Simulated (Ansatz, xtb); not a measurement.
**Two isomers of C6H7N**

Structure a: `Nc1ccccc1`, a singlet. Structure b: `Cc1ccccn1`, a singlet. Both are isolated molecules in the gas phase, relaxed with PBE-D3(BJ)/def2-SVP; the shapes shown needn't be the lowest conformers.

a (Å):

| atom | x (Å) | y (Å) | z (Å) |
| --- | --- | --- | --- |
| C | -1.4137 | -0.3347 | 1.0845 |
| C | -0.3936 | -0.8695 | 0.2597 |
| C | 0.9449 | -0.8392 | 0.6692 |
| C | 1.3081 | -0.2802 | 1.9056 |
| C | 0.3015 | 0.2501 | 2.7295 |
| C | -1.0403 | 0.2257 | 2.3310 |
| N | -2.7356 | -0.3131 | 0.6604 |
| H | -2.9912 | -0.9860 | -0.0627 |
| H | -3.4442 | -0.2190 | 1.3883 |
| H | -0.6629 | -1.3090 | -0.7142 |
| H | 1.7170 | -1.2635 | 0.0086 |
| H | 2.3606 | -0.2598 | 2.2235 |
| H | 0.5630 | 0.6905 | 3.7043 |
| H | -1.8186 | 0.6479 | 2.9868 |

b (Å):

| atom | x (Å) | y (Å) | z (Å) |
| --- | --- | --- | --- |
| C | -1.8862 | -0.8679 | -0.3112 |
| C | -0.9727 | -0.5920 | 0.8566 |
| C | -0.4333 | 0.6968 | 1.0708 |
| C | 0.4099 | 0.9125 | 2.1662 |
| C | 0.6942 | -0.1636 | 3.0210 |
| C | 0.1130 | -1.4059 | 2.7275 |
| N | -0.6975 | -1.6232 | 1.6793 |
| H | -1.3832 | -0.6523 | -1.2769 |
| H | -2.1906 | -1.9301 | -0.2957 |
| H | -2.7955 | -0.2329 | -0.2704 |
| H | -0.6777 | 1.5182 | 0.3793 |
| H | 0.8413 | 1.9084 | 2.3523 |
| H | 1.3514 | -0.0442 | 3.8952 |
| H | 0.3128 | -2.2783 | 3.3763 |

Estimate E(b) − E(a) at the level CCSD(T)/def2-SVP + ΔMP2/def2-TZVPP.

Not settled: CCSD(T)/def2-SVP + ΔMP2/def2-TZVPP gives E(b) − E(a) = +10.2 kJ/mol, but this leans on the basis-set step: CCSD(T) alone gives +0.6 kJ/mol.

How the difference moves with the method:

| level | geometry | E(b) − E(a) (kJ/mol) | departure from the last row (kJ/mol) | job, with rough time for the two |
| --- | --- | --- | --- | --- |
| GFN2-xTB | GFN2-xTB | −16.5 | −26.7 | optimisation, 0.11 s |
| HF/STO-3G | GFN2-xTB | −34.4 | −44.6 | single point, 0.32 s |
| r2SCAN-D4/def2-SVP | GFN2-xTB | +18.1 | +7.9 | single point, 2.9 s |
| PBE-D3(BJ)/def2-SVP | PBE-D3(BJ)/def2-SVP | +16.1 | +5.9 | optimisation, 12 s |
| HF/def2-SVP | PBE-D3(BJ)/def2-SVP | +6.7 | −3.5 | part of the CCSD(T) run |
| MP2/def2-SVP | PBE-D3(BJ)/def2-SVP | +5.4 | −4.9 | part of the CCSD(T) run |
| CCSD(T)/def2-SVP | PBE-D3(BJ)/def2-SVP | +0.6 | −9.7 | single point |
| CCSD(T)/def2-SVP + ΔMP2/def2-TZVPP | PBE-D3(BJ)/def2-SVP | +10.2 |  | single point, 51 s |

As drawn, b has 1 C–C, 2 C∷N, 2 C–H in place of 1 C–N, 2 C∷C, 2 N–H (∷ is an aromatic bond).

GFN2-xTB, HF/STO-3G put the two in the other order. CCSD(T)/def2-SVP finds them nearly level. The largest departure from CCSD(T)/def2-SVP + ΔMP2/def2-TZVPP is that of HF/STO-3G, 44.6 kJ/mol. The last row adds to CCSD(T) the change of the MP2 difference between the two basis sets, here +9.7 kJ/mol.

With thermal terms from frequencies at re-optimised GFN2-xTB minima (ideal gas, soft modes damped towards free rotors, one conformer each, 298.15 K, 1 atm): on the last row, ΔE + ΔZPE = +8.3, ΔH = +9.2, ΔG = +5.8 kJ/mol.

The correlated steps freeze 7 core orbitals. Run with Ansatz 0.2.0, xtb 6.7.1; the last row on 4 threads of Arm Neoverse V1 on a shared host.
